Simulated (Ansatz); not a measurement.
Bi, 2 atoms in the cell. The structure is trigonal, space group R-3m (No. 166). The conventional cell has a = 4.535 Å, b = 4.535 Å, c = 11.814 Å, α = 90.00°, β = 90.00°, γ = 120.00°. Bi (site symmetry 3m) is surrounded by 6 Bi at 3.06 to 3.52 Å. 

* Program: Ansatz 0.2.0
* Task: relaxation of cell and atoms
* Functional: PBEsol
* Potentials or basis: all-electron LAPW, scalar-relativistic
* Basis error allowed: 0.001 eV/atom
* k mesh: 7 × 7 × 7
* Occupations: fermi-dirac, width 0.05 eV
* Spin: no spin polarisation
* Target pressure: 10 GPa

Potentials or basis: all-electron LAPW, scalar-relativistic.

Run with:

```console
$ ansatz run input.yaml --threads 1 --pin off --max-ram 3072MiB --backend cpu --events-out ev --progress --plain --runs-dir out
```

Hardware: 1 thread of Intel(R) Xeon(R) Platinum 8375C CPU @ 2.90GHz (Ice Lake) (shared host).

Question: How long does it take, and how much memory?

Answer: Run time: 2 min on 1 thread of Intel(R) Xeon(R) Platinum 8375C CPU @ 2.90GHz (Ice Lake) (shared host), peak memory 0.45 GiB. Counts: scf iterations 47, plane waves 537, k points 44, bands 45, ion steps 8.
